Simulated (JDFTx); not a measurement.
La, 1 atom in the cell. The structure is cubic, space group Im-3m (No. 229). Conventional cell: a = 4.248 Å, b = 4.248 Å, c = 4.248 Å, α = 90.00°, β = 90.00°, γ = 90.00°. La (site symmetry m-3m) has 8 La at 3.68 Å as nearest neighbours. This isn't the form of La at room conditions, which is double hcp.

- Program: JDFTx 1.7.0 (patched build)
- Task: relaxation of cell and atoms
- Functional: SCAN
- Potentials or basis: SG15-PBE-1.2 with smoothed tails
- Cutoff: 1088 eV
- Density cutoff: 4354 eV
- k mesh: 4 × 4 × 4
- Occupations: fermi-dirac, width 0.05 eV
- Spin: no spin polarisation
- Local potential set to -Z/r beyond: 6 bohr
- Bands: 11
- Density cutoff over wavefunction cutoff: 4
- Max SCF steps: 100
- SCF threshold on the energy: 1e-09 Ha
- Solver of the electrons: scf
- Further solve for the empty bands: no

Potentials or basis: SG15-PBE-1.2 with smoothed tails.

Run with:

```console
$ jdftx -c 1 -i La.in -o La.out
```

Hardware: 1 thread of Intel(R) Xeon(R) 6975P-C (Granite Rapids), with other jobs on the host.

Problem. How long does it take, and how much memory?

Solution. Run time: 66 s on 1 thread of Intel(R) Xeon(R) 6975P-C (Granite Rapids), with other jobs on the host, peak memory 0.07 GiB. Counts: scf iterations 66, bands 11, k points 8, plane waves 3123, ion steps 3.
